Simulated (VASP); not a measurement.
# Al2O3: electric field gradients with PBE

Crystal: Al2O3.

```
Al O
1.0
     4.61378    0.00000    0.00000
     0.00000    9.56328    0.00000
     0.00000    0.00000    3.11986
Al O
4 6
Cartesian
  4.5352 7.8856 0.0000
  0.0785 1.6777 0.0000
  2.2283 6.4593 1.5599
  2.3854 3.1040 1.5599
  2.3069 4.7816 1.5599
  0.5704 7.2016 1.5599
  1.7365 2.4200 0.0000
  2.8773 7.1433 0.0000
  0.0000 0.0000 0.0000
  4.0434 2.3617 1.5599
```

Measurements of this composition are mostly on another form, of space group No. 167.

```yaml
Program: VASP 6.6.1
Task: electric field gradients
Functional: PBE
Potentials_or_basis: VASP PAW PBE potentials, release 64 (Al, O)
Cutoff: 520 eV
k_mesh: 5 × 3 × 7
Occupations: gaussian, width 0.02 eV
Spin: no spin polarisation
Further_INCAR_settings: ALGO = Normal; EDIFF = 1e-08
```

| Property | Result |
| --- | --- |
| Pressure | -0.1 GPa |
| Largest force | 0.191 eV/Å |
| Band gap on the k mesh | 3.51 eV, direct |

Forces in eV/Å, atoms in the order of the input:
```
Al  -0.054 -0.053  0.000
Al   0.054  0.053  0.000
Al  -0.054  0.053  0.000
Al   0.054 -0.053  0.000
O    0.000  0.000  0.000
O    0.157 -0.108  0.000
O   -0.157 -0.108  0.000
O    0.157  0.108  0.000
O    0.000  0.000  0.000
O   -0.157  0.108  0.000
```

Stress tensor (GPa, compression positive):
```
 1.15  0.00  0.00
 0.00  1.81  0.00
 0.00  0.00 -3.13
```

Levels at points of the mesh, in eV from the valence-band top:
```tsv
k point	band 21	band 22	band 23	band 24	band 25	band 26	band 27	band 28
(0.00, 0.00, 0.00)	-1.04	-0.53	-0.06	0.00	3.51	5.05	6.14	6.88
```

Electric field gradients, principal values (V/Å²):
```
atom      Vxx      Vyy      Vzz
1 Al    6.977   27.771  -34.748
2 Al    6.977   27.771  -34.748
3 Al    6.977   27.771  -34.748
4 Al    6.977   27.771  -34.748
 5 O  -15.347  -34.283   49.630
 6 O   23.002   38.628  -61.629
 7 O   23.002   38.628  -61.629
 8 O   23.002   38.628  -61.629
 9 O  -15.347  -34.283   49.630
10 O   23.002   38.628  -61.629
```

It took 80 s on 1 thread of Intel(R) Xeon(R) Platinum 8488C (Sapphire Rapids) (shared host), peak memory 0.26 GiB.

Caveat: an odd mesh through Γ misses points on the zone boundary, where band edges often lie.
